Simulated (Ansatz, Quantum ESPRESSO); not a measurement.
# BeTe (F-43m): zone-centre phonons

Which modes does BeTe (F-43m) have at the zone centre?

Calculated with Quantum ESPRESSO 7.5; DFT LDA, scalar-relativistic, plane waves, PseudoDojo norm-conserving pseudopotentials.

This is a report of a sequence of runs, with most program output left out.

The database entry behind the starting cell differs from later determinations by our own check (an axis about 1.5 % short against later determinations), so it need not match the best structure at ambient conditions.

In doubt: the program warns that the response may not be converged on this k-mesh (step 10), which bears on the force constants and all frequencies.

### 1. The structure

The structure is cubic, space group F-43m (No. 216). The conventional cell has a = 5.540 Å, b = 5.540 Å, c = 5.540 Å, α = 90.00°, β = 90.00°, γ = 90.00°. Be has 4 Te at 2.40 Å nearest. Te has 4 Be at 2.40 Å nearest. Farther neighbours and most contacts between anions are not listed.

### 2. A first look

A cheap run with smearing and empty bands tells whether the crystal has a gap, which decides between fixed occupations and smearing later on.

Input file probe.in:

```
 &control
    calculation='scf',
    prefix='x',
    outdir='./tmp',
    pseudo_dir='./pseudo',
    tprnfor=.true.,
    tstress=.true.,
    verbosity='high',
 /
 &system
    ibrav=2,
    celldm(1)=10.46908273,
    nat=2,
    ntyp=2,
    ecutwfc=88.0,
    occupations='smearing',
    smearing='gaussian',
    degauss=0.01,
 /
 &electrons
    conv_thr=1.0d-07,
    mixing_beta=0.7,
    electron_maxstep=100,
 /
ATOMIC_SPECIES
 Be      9.0122  Be.upf
 Te    127.6000  Te.upf
ATOMIC_POSITIONS crystal
 Be     0.000000000   0.000000000   0.000000000
 Te     0.250000000   0.250000000   0.250000000
K_POINTS automatic
 6 6 6 0 0 0
```

Run with:

```sh
$ OMP_NUM_THREADS=1 mpirun -n 4 pw.x -nk 4 -in probe.in > probe.out
```

Elapsed: 2.9 s, on 4 MPI ranks of Arm Neoverse V2, shared host.

This step gave:

| Item | Value |
| --- | --- |
| volume per atom | 21.25 Å³ |
| pressure | 0.634 GPa |
| gap on the k-mesh | 1.775 eV |

A gap of 1.8 eV opens on this mesh, so the crystal is taken as an insulator; the start stands at 0.63 GPa.

### 3. Relaxation

Frequencies change by per cents with a per cent of volume, so the structure is first brought to rest at this level of theory.

Input file relax.in:

```
 &control
    calculation='vc-relax',
    prefix='x',
    outdir='./tmp',
    pseudo_dir='./pseudo',
    tprnfor=.true.,
    tstress=.true.,
    forc_conv_thr=2.0d-05,
    etot_conv_thr=1.0d-07,
    nstep=40,
 /
 &system
    ibrav=2,
    celldm(1)=10.46908273,
    nat=2,
    ntyp=2,
    ecutwfc=88.0,
    occupations='fixed',
    nbnd=12,
 /
 &electrons
    conv_thr=1.0d-11,
    mixing_beta=0.7,
    electron_maxstep=100,
 /
 &ions
 /
 &cell
    press_conv_thr=0.1,
 /
ATOMIC_SPECIES
 Be      9.0122  Be.upf
 Te    127.6000  Te.upf
ATOMIC_POSITIONS crystal
 Be     0.000000000   0.000000000   0.000000000
 Te     0.250000000   0.250000000   0.250000000
K_POINTS automatic
 8 8 8 0 0 0
```

Run with:

```sh
$ OMP_NUM_THREADS=1 mpirun -n 4 pw.x -nk 4 -in relax.in > relax.out
```

Run time: 26 s. Hardware: 4 MPI ranks; 1.8 min of CPU time.

Step by step:

| step | energy less that of the first step (eV) | largest force (eV/Å) | pressure (GPa) | volume (Å³) |
| --- | --- | --- | --- | --- |
| 1 | 0.0000 | 0.0000 | 0.56 | 42.51 |
| 2 | -0.0004 | 0.0000 | 0.37 | 42.63 |
| 3 | -0.0006 | 0.0000 | 0.17 | 42.77 |
| 4 | -0.0006 | 0.0000 | 0.00 | 42.88 |
| 5 | -0.0006 | 0.0000 | 0.00 | 42.88 |
| 6 | -0.0007 | 0.0000 | 0.00 | 42.88 |

| conventional cell, symmetrised | before | after | change |
| --- | --- | --- | --- |
| a (Å) | 5.540 | 5.556 | +0.3 % |
| b (Å) | 5.540 | 5.556 | +0.3 % |
| c (Å) | 5.540 | 5.556 | +0.3 % |
| volume (Å³/atom) | 21.25 | 21.44 | +0.9 % |

Final coordinates:

```
Be Te
1.0
    -2.77796    0.00000    2.77796
     0.00000    2.77796    2.77796
    -2.77796    2.77796    0.00000
Be Te
1 1
Direct
  0.00000 0.00000 0.00000
  0.25000 0.25000 0.25000
```

The last row of the table of steps is pw.x's closing run on a basis chosen anew for the final cell, so its energy can jump.

This step gave:

```
volume per atom   : 21.44 Å³
pressure          : 0.004 GPa
gap on the k-mesh : 1.798 eV
```

The volume changes by +0.9 % from the cell with which this run began.

### 4. Self-consistent run for the response

Perturbation theory inherits every error of the wavefunctions, so the threshold is set near the limit of the arithmetic. With a gap, occupations are fixed, which also allows the response to an electric field.

Input file scf.in:

```
 &control
    calculation='scf',
    prefix='x',
    outdir='./tmp',
    pseudo_dir='./pseudo',
    tprnfor=.true.,
    tstress=.true.,
 /
 &system
    ibrav=2,
    celldm(1)=10.49918291,
    nat=2,
    ntyp=2,
    ecutwfc=88.0,
    occupations='fixed',
    nbnd=12,
 /
 &electrons
    conv_thr=1.0d-12,
    mixing_beta=0.7,
    electron_maxstep=100,
 /
ATOMIC_SPECIES
 Be      9.0122  Be.upf
 Te    127.6000  Te.upf
ATOMIC_POSITIONS crystal
 Be     0.000000000   0.000000000   0.000000000
 Te     0.250000000   0.250000000   0.250000000
K_POINTS automatic
 8 8 8 0 0 0
```

Run with:

```sh
$ OMP_NUM_THREADS=1 mpirun -n 4 pw.x -nk 4 -in scf.in > scf.out
```

It took 7 s on 4 MPI ranks; 28 s of CPU time.

This step gave:

- pressure: 0.003000 GPa

The cell stands at 0.0030 GPa, close enough for phonons.

### 5. Zone-centre response

At q = 0 one unit cell holds all displacements; symmetry groups them into irreducible representations that are solved one by one. The response to a field gives ε∞ and the Born charges, which polar modes need.

Input file ph.in:

```
phonons
 &inputph
    prefix='x',
    outdir='./tmp',
    fildyn='g.dyn',
    tr2_ph=1.0d-18,
    epsil=.true.,
 /
0.000000000 0.000000000 0.000000000
```

Run with:

```sh
$ OMP_NUM_THREADS=1 mpirun -n 4 ph.x -nk 4 -in ph.in > ph.out
```

The job ended after 2.5 min (4 MPI ranks; 10 min of CPU time).

Read from the output:

| Quantity | Value |
| --- | --- |
| miss of the charge sum rule | 0.03117 e |
| largest acoustic frequency at the zone centre before the sum rule | -2.13 cm⁻¹ |
| highest optical zone-centre mode (no LO-TO term) | 482.1 cm⁻¹ |
| lowest optical zone-centre mode | 482.1 cm⁻¹ |
| mean high-frequency dielectric constant | 7.586 |
| largest Born charge in size (third of the trace) | 1.279 e |

Optical modes; normalised displacements of the dynamical-matrix file. Modes at Γ, with each element's share of the kinetic energy:

| mode | frequency (cm⁻¹) | symmetry | Be % | Te % |
| --- | --- | --- | --- | --- |
| 1 | 482.1 | T2 | 93 | 7 |
| 2 | 482.1 | T2 | 93 | 7 |
| 3 | 482.1 | T2 | 93 | 7 |

Displacements in mode 2 (482.1 cm⁻¹), the largest set to 1:
```
Be1  1.00 -0.35 -0.24
Te2 -0.07  0.02  0.02
```

Born charge (rows field, columns displacement), before the sum rule (e), principal values of the symmetric part by kind of site:

| atom | atoms with these values | low | middle | high | mean |
| --- | --- | --- | --- | --- | --- |
| Be1 | 1 | 1.25 | 1.25 | 1.25 | 1.25 |
| Te2 | 1 | -1.28 | -1.28 | -1.28 | -1.28 |

In full for Te2:

```
-1.28  0.00  0.00
 0.00 -1.28  0.00
 0.00  0.00 -1.28
```

High-frequency dielectric tensor:

```
7.59 0.00 0.00
0.00 7.59 0.00
0.00 0.00 7.59
```

The acoustic modes at Γ come out as far as 2.1 cm⁻¹ from zero, where they should vanish, a small numerical error; the Born charges miss their sum rule by 0.031 e, which is fair.

### 6. Modes with the sum rule

A rigid shift of the crystal must cost nothing, but grids and finite bases break this; the acoustic sum rule is imposed before the matrix is diagonalised again. With Born charges the intensities follow, and the static dielectric tensor.

Input file dynmat.in:

```
 &input
    fildyn='g.dyn',
    asr='simple',
    lperm=.true.,
 /
```

Run with:

```sh
$ dynmat.x -in dynmat.in > dynmat.out
```

Run time: 0.48 s. Hardware: 1 thread.

Read from the output:

```yaml
mean_static_dielectric_constant: 8.522
```

Zone-centre frequencies as printed; negative means imaginary. Modes:

| mode | frequency (cm⁻¹) |
| --- | --- |
| 1 | 0 |
| 2 | 0 |
| 3 | 0 |
| 4 | 482.1 |
| 5 | 482.1 |
| 6 | 482.1 |

Degenerate modes summed, no LO-TO term. Infrared lines, with heights relative to the strongest:

| position (cm⁻¹) | lines merged | label | IR intensity, relative |
| --- | --- | --- | --- |
| 482 | 3 | T2 | 100 |

Static dielectric tensor (ions relaxed, fixed cell):

```
8.52 0.00 0.00
0.00 8.52 0.00
0.00 0.00 8.52
```

The rule moves no optical mode by more than 0.1 cm⁻¹.

### 7. Sum rules set otherwise: a sum rule for molecules or wires on a crystal

This rule also removes rotations, which suits molecules and not a crystal; it is tried to see the harm.

Input file dynmat.in:

```
 &input
    fildyn='g.dyn',
    asr='zero-dim',
    lperm=.true.,
 /
```

Run with:

```sh
$ dynmat.x -in dynmat.in > dynmat.out
```

The job ended after 0.47 s (1 thread).

The run ended normally, but on settings that are not sound.

The fault: a sum rule for molecules or wires on a crystal; 2 optical modes are projected out to zero frequency, as if they were rotations, and the static dielectric tensor is spoilt.

For a crystal the rule has to be 'simple' or 'crystal'.

Zone-centre frequencies as printed; negative means imaginary. Modes:

| mode | frequency (cm⁻¹) |
| --- | --- |
| 1 | 0 |
| 2 | 0 |
| 3 | 0 |
| 4 | 0 |
| 5 | 0 |
| 6 | 482.1 |

### 8. Sum rules set otherwise (asr no)

Without the rule the raw error of the acoustic modes shows.

Input file dynmat.in:

```
 &input
    fildyn='g.dyn',
    asr='no',
    lperm=.true.,
 /
```

Run with:

```sh
$ dynmat.x -in dynmat.in > dynmat.out
```

The job ended after 0.47 s (1 thread).

This step gave:

| Quantity | Value |
| --- | --- |
| mean static dielectric constant | 8.502 |

Zone-centre frequencies as printed; negative means imaginary. Modes:

| mode | frequency (cm⁻¹) |
| --- | --- |
| 1 | -2.13 |
| 2 | -2.13 |
| 3 | -2.13 |
| 4 | 482.1 |
| 5 | 482.1 |
| 6 | 482.1 |

Against the first rule no mode moves by more than 2.2 cm⁻¹.

### 9. Modes along a direction of q (1 0 0)

A longitudinal polar mode sets up a macroscopic field that stiffens it; the term hangs on the direction from which q goes to zero.

Input file dynmat.in:

```
 &input
    fildyn='g.dyn',
    asr='simple',
    q(1)=1.0,
    q(2)=0.0,
    q(3)=0.0,
 /
```

Run with:

```sh
$ dynmat.x -in dynmat.in > dynmat.out
```

The job ended after 0.47 s (1 thread).

Read from the output:

```yaml
highest_mode_moved_by_the_lo_to_term: 511.0 cm⁻¹
```

Zone-centre frequencies as printed; negative means imaginary. Modes:

| mode | frequency (cm⁻¹) |
| --- | --- |
| 1 | 0 |
| 2 | 0 |
| 3 | 0 |
| 4 | 482.1 |
| 5 | 482.1 |
| 6 | 511 |

The field moves one mode, from 482 to 511 cm⁻¹; the others stay.

### 10. Cross-check with Ansatz

The same cell goes through another code at the same cutoff. The files are of one family, but Ansatz's library holds files of its own making for some heavy elements, so those for Te may differ. Its k mesh is centred on Γ.

This step: DFT LDA, scalar-relativistic, plane waves, norm-conserving pseudopotentials of its library (PseudoDojo's, some remade) (Ansatz 0.2.0).

Input file input.yaml:

```yaml
crystal:
  lattice:
    - [-2.7779641654, 0.0, 2.7779641654]
    - [0.0, 2.7779641654, 2.7779641654]
    - [-2.7779641654, 2.7779641654, 0.0]
  atoms:
    - { symbol: Be, position: [0.0, 0.0, 0.0] }
    - { symbol: Te, position: [0.25, 0.25, 0.25] }
kpoints:
  mp_grid: { grid: [8, 8, 8] }
hamiltonian:
  xc: lda
  pseudopotentials: { kind: nc, accuracy: standard }
scf:
  occupations: { method: fixed }
output:
  eigenvalues: true
basis:
  ecutwfc: 1197.301
phonons:
  method: dfpt
  dielectric: true
  rigid_motions: translations
```

Run with:

```sh
$ ansatz run input.yaml --threads 4 --pin off --max-ram 8192MiB --backend cpu --events-out ev --progress --plain --runs-dir out
```

Run time: 36 s. Hardware: 4 threads; peak memory 1.2 GiB.

Numbers from this step:

- gap on the k-mesh: 1.797 eV
- sum-rule residual before enforcement: 2.51e-4 eV/Å²
- miss of the charge sum rule: 0.002551 e
- estimated error of the dielectric tensor: 0.02342
- estimated error of the Born charges: 0.01876 e
- highest optical zone-centre mode (no LO-TO term): 480.7 cm⁻¹
- lowest optical zone-centre mode: 480.7 cm⁻¹
- mean high-frequency dielectric constant: 7.469
- largest Born charge in size (third of the trace): 1.248 e
- mean static dielectric constant: 8.388
- highest mode moved by the LO-TO term: 509.5 cm⁻¹

Transverse modes. Lines of the infrared spectrum (strongest = 100):

| position (cm⁻¹) | label | IR intensity ((D/Å)²/amu), degenerate modes summed, relative |
| --- | --- | --- |
| 481 | T2 | 100 |

The log warns that the force constants on this k mesh are to be taken as unconverged.

### 11. Side by side: QE PseudoDojo and Ansatz, library NC

Numbers from this step:

| Property | Result |
| --- | --- |
| root-mean-square difference | 1.4 cm⁻¹ |
| largest difference | 1.4 cm⁻¹ |

Frequencies side by side, by row:

| q (reciprocal lattice) | mode | QE PseudoDojo (cm⁻¹) | Ansatz, library NC (cm⁻¹) |
| --- | --- | --- | --- |
| 0 0 0 | 1 | 0 | 0 |
| 0 0 0 | 2 | 0 | 0 |
| 0 0 0 | 3 | 0 | 0 |
| 0 0 0 | 4 | 482.1 | 480.7 |
| 0 0 0 | 5 | 482.1 | 480.7 |
| 0 0 0 | 6 | 482.1 | 480.7 |

The two runs side by side. Further quantities:

| quantity | QE PseudoDojo | Ansatz, library NC |
| --- | --- | --- |
| mean ε∞ | 7.586 | 7.469 |
| largest Born charge in size (e; the first before, the second after the charge sum rule) | 1.279 | 1.248 |

At the zone centre the largest difference (acoustic modes at Γ apart) is 0.3 % of the highest mode; the largest Born charge differs by 2.5 %.

### 12. Results

```
space group after relaxation                                           : F-43m
volume per atom                                                        : 21.4 Å³
gap on the k-mesh                                                      : 1.80 eV
highest optical zone-centre mode (no LO-TO term)                       : 482.1 cm⁻¹
highest mode moved by the LO-TO term                                   : 511.0 cm⁻¹
mean high-frequency dielectric constant                                : 7.59
largest Born charge in size (third of the trace)                       : 1.28 e
mean static dielectric constant                                        : 8.52
imaginary optical modes at the zone centre (no q mesh in this session) : none
largest difference from Ansatz, library NC                             : 1.4 cm⁻¹
```

In words: At the LDA level the optical modes of BeTe (F-43m) at the zone centre (no LO-TO term) lie at 482 cm⁻¹. Along the directions run, the highest mode that the macroscopic field moves lies at 511 cm⁻¹. Lattice motion raises the mean dielectric constant from 7.586 to 8.522. The Born charge of Be is 1.248 e against a formal charge of +2: moving the atom carries less polarisation than a rigid ion would, as is usual in tetrahedral, largely covalent crystals. The Lyddane-Sachs-Teller relation holds: (ωLO/ωTO)² is 1.12 and ε₀/ε∞ is 1.12. QE PseudoDojo and Ansatz, library NC differ by 1.4 cm⁻¹ in the root mean square and by 1.4 cm⁻¹ at most, 0.3 % of the highest mode compared (acoustic modes at Γ left out); the two use different potentials, and the cell was not relaxed for the second set. The highest LO mode, which hangs on the field response, is 511 against 509 cm⁻¹. These are harmonic frequencies at zero temperature: anharmonic shifts and linewidths and thermal expansion are left out. Spin-orbit coupling is left out, which can matter for the heavy elements here. The total energies of the two programs lie far apart, so at least one potential file in Ansatz's library differs from the published one read by the first program. Ansatz's log warns that force constants on this k mesh are to be taken as unconverged, an error that the frequencies of both programs share.

[Host names and launcher messages were left out of these logs when they were recorded.]

[Logs are printed without paths, hosts, clocks, repeated set-up lines and the standing remarks that a program may print on its own settings, such as how far it seeks lower states.]

[Hosts, paths, dates, database ids (printed as entryN), source tags and the programs' standing remarks are cut or masked in the printed files.]
